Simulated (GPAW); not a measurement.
# Bi: single point with PBE

The system is Bi.

```
CELL_PARAMETERS angstrom
3.48860 -3.13258 0.00000
3.48860 3.13258 0.00000
-1.26023 0.00000 3.11355
ATOMIC_POSITIONS crystal
Bi 0.75306 0.75306 0.85738
Bi 0.24694 0.24694 0.14262
```

This isn't the form of Bi at room conditions, which is rhombohedral.

- Program: GPAW 26.7.0
- Task: single point
- Functional: PBE
- Potentials or basis: GPAW PAW data sets (gpaw-data 1.2.1)
- Cutoff: 600 eV
- Basis: pw
- k mesh: 6 × 6 × 9
- Occupations: fermi-dirac, width 0.05 eV
- Spin: no spin polarisation
- Maxiter: 150

* Pressure: -0.1 GPa
* Largest force: 0.047 eV/Å
* Band gap on the k mesh: none (metal or under the smearing width)

Forces in eV/Å, atoms in the order of the input:
```
Bi   0.043  0.000  0.019
Bi  -0.043  0.000 -0.019
```

Stress tensor (GPa, compression positive):
```
-0.05  0.00 -0.24
 0.00 -0.74  0.00
-0.24  0.00  0.63
```

Levels at points of the mesh, in eV from the Fermi level:
| k point | band 12 | band 13 | band 14 | band 15 | band 16 | band 17 | band 18 | band 19 |
| --- | --- | --- | --- | --- | --- | --- | --- | --- |
| (0.00, 0.00, 0.00) | -9.01 | -3.08 | -2.80 | 2.75 | 3.05 | 3.72 | 4.09 | 4.25 |
| (0.50, 0.00, 0.00) | -11.33 | -1.13 | -0.94 | -0.73 | -0.68 | 3.39 | 4.53 | 7.63 |
| (0.50, 0.50, 0.00) | -10.86 | -4.93 | -4.91 | 3.13 | 3.87 | 5.16 | 5.52 | 8.89 |

It took 68 s on 1 thread of Arm Neoverse V2, on a shared host, peak memory 0.26 GiB.

Caveat: spin-orbit coupling is left out, which moves the levels of the heavy elements.
